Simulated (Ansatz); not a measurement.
# SnSe: the cost of one run

Method: DFT LDA, scalar-relativistic, plane waves, PAW, in Ansatz 0.2.0.

**1. The starting structure**

Symmetry: P4/nmm, No. 129, tetragonal system. The conventional cell has a = 4.285 Å, b = 4.285 Å, c = 10.991 Å, α = 90.00°, β = 90.00°, γ = 90.00°. Sn (site symmetry 4mm) has 5 Se at 2.68 to 3.03 Å as nearest neighbours. Se (site symmetry 4mm) has 5 Sn at 2.68 to 3.03 Å as nearest neighbours.

As a file:

```cif
data_structure
_symmetry_space_group_name_H-M 'P 1'
_symmetry_Int_Tables_number 1
_cell_length_a 4.2853
_cell_length_b 4.2853
_cell_length_c 10.9907
_cell_angle_alpha 90.000
_cell_angle_beta 90.000
_cell_angle_gamma 90.000
_cell_volume 201.83
loop_
_atom_site_label
_atom_site_type_symbol
_atom_site_fract_x
_atom_site_fract_y
_atom_site_fract_z
_atom_site_occupancy
Sn1 Sn 0.50000 0.00000 0.37223 1
Sn2 Sn 0.00000 0.50000 0.62777 1
Se1 Se 0.50000 0.00000 0.61604 1
Se2 Se 0.00000 0.50000 0.38396 1
```

It goes back to an entry of the Materials Project, which need not be the stable form.

The cell is taken as given, not relaxed at this level.

**2. The reference cell**

Reference values: F = -22526.7327 eV; pressure -1.41 GPa; largest force 0.244 eV/Å; gap on the mesh 1.47 eV. It was computed beforehand with the settings of the runs below.

**3. The scan: an energy map of one atom**

Atom 3 (Se) is moved by p along (1.000, 0.000, 0.000) and q along (0.000, 1.000, 0.000) (Å), all else fixed; its images in the other cells move with it. Points alike by symmetry are run once.

**4. Point p = -0.450, q = -0.450**

Contents of input.yaml:

```yaml
crystal:
  lattice:
    - [4.2853274191, 0.0, 0.0]
    - [0.0, 4.2853274191, 0.0]
    - [0.0, 0.0, 10.99069213]
  atoms:
    - { symbol: Sn, position: [0.5, 0.0, 0.37222911] }
    - { symbol: Sn, position: [0.0, 0.5, 0.62777089] }
    - { symbol: Se, position: [0.3949905209, -0.1050094791, 0.61603949] }
    - { symbol: Se, position: [0.0, 0.5, 0.38396051] }
basis:
  ecutwfc: 420
kpoints:
  mp_grid: { grid: [6, 6, 4] }
hamiltonian:
  xc: lda
scf:
  occupations: { method: gaussian, width: 0.05 }
output:
  forces: true
  stress: true
  eigenvalues: true
```

Run with:

```console
$ ansatz run input.yaml --threads 1 --pin off --max-ram 2560MiB --backend cpu --events-out ev --progress --plain --runs-dir out
```

**Question.** How long does this run take on 1 thread of Intel Xeon Platinum 8488C (Sapphire Rapids), shared host, and how much memory does it need?

About 20 s, with a peak of 0.58 GiB.
